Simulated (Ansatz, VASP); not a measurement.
**One calculation of Si, two programs**

File INCAR:

```
SYSTEM = Si
PREC = Accurate
ENCUT = 520
EDIFF = 1E-7
ISMEAR = -1
SIGMA = 0.05
LREAL = .FALSE.
LASPH = .TRUE.
NELM = 60
ALGO = Normal
ISIF = 2
LWAVE = .FALSE.
LCHARG = .FALSE.
GGA = PE
NBANDS = 26
```

The input KPOINTS:

```
regular mesh
0
G
  6 6 5
  0 0 0
```

File POSCAR:

```
Si
1.0
    4.2859066937     -2.5247303798      0.0000000000
    4.2859066937      2.5247303798      0.0000000000
    0.0000000000      0.0000000000      5.0772604337
Si
8
Direct
    0.7942850000      0.7942850000      0.0000000000
    0.2942850000      0.2942850000      0.5000000000
    0.2057150000      0.2057150000      0.0000000000
    0.7057150000      0.7057150000      0.5000000000
    0.1556200000      0.8443800000      0.6741300000
    0.8443800000      0.1556200000      0.3258700000
    0.3443800000      0.6556200000      0.1741300000
    0.6556200000      0.3443800000      0.8258700000
```

File input.yaml:

```yaml
crystal:
  lattice:
    - [4.2859066937, -2.5247303798, 0.0]
    - [4.2859066937, 2.5247303798, 0.0]
    - [0.0, 0.0, 5.0772604337]
  atoms:
    - { symbol: Si, position: [0.794285, 0.794285, 0.0] }
    - { symbol: Si, position: [0.294285, 0.294285, 0.5] }
    - { symbol: Si, position: [0.205715, 0.205715, 0.0] }
    - { symbol: Si, position: [0.705715, 0.705715, 0.5] }
    - { symbol: Si, position: [0.15562, 0.84438, 0.67413] }
    - { symbol: Si, position: [0.84438, 0.15562, 0.32587] }
    - { symbol: Si, position: [0.34438, 0.65562, 0.17413] }
    - { symbol: Si, position: [0.65562, 0.34438, 0.82587] }
hamiltonian:
  xc: pbe
  pseudopotentials: { kind: paw }
kpoints:
  mp_grid: { grid: [6, 6, 5] }
scf:
  occupations: { method: fermi_dirac, width: 0.05 }
output:
  forces: true
  stress: true
  eigenvalues: true
```

Change from the starting cell: volume scaled by 0.94.

Alike in both runs: task single point; functional PBE; k mesh 6 × 6 × 5; occupations fermi-dirac, width 0.05 eV; no spin polarisation.

|  | VASP | Ansatz |
| --- | --- | --- |
| version | VASP 6.6.1 | Ansatz 0.2.0 |
| potentials or method | VASP PAW PBE potentials, release 64 (Si) | Ansatz PAW |
| plane-wave cutoff (eV) | 520 | 420 |
| valence electrons in the cell | 32 | 32 |

Ansatz gave:

| Property | Result |
| --- | --- |
| gap on the k mesh at the Fermi level (eV) | none |
| pressure (GPa) | 7.3 |
| largest component of the traceless stress (GPa) | 0.99 |
| rms of the force components (eV/Å) | 0.084 |

Estimate VASP's values.

gap on the k mesh at the Fermi level (eV): none; pressure (GPa): 7.3; largest component of the traceless stress (GPa): 0.98; rms of the force components (eV/Å): 0.082.

Atom by atom the forces differ by 0.003 eV/Å (rms over components). A gap of «none» marks a metal or a gap that the smearing closes.
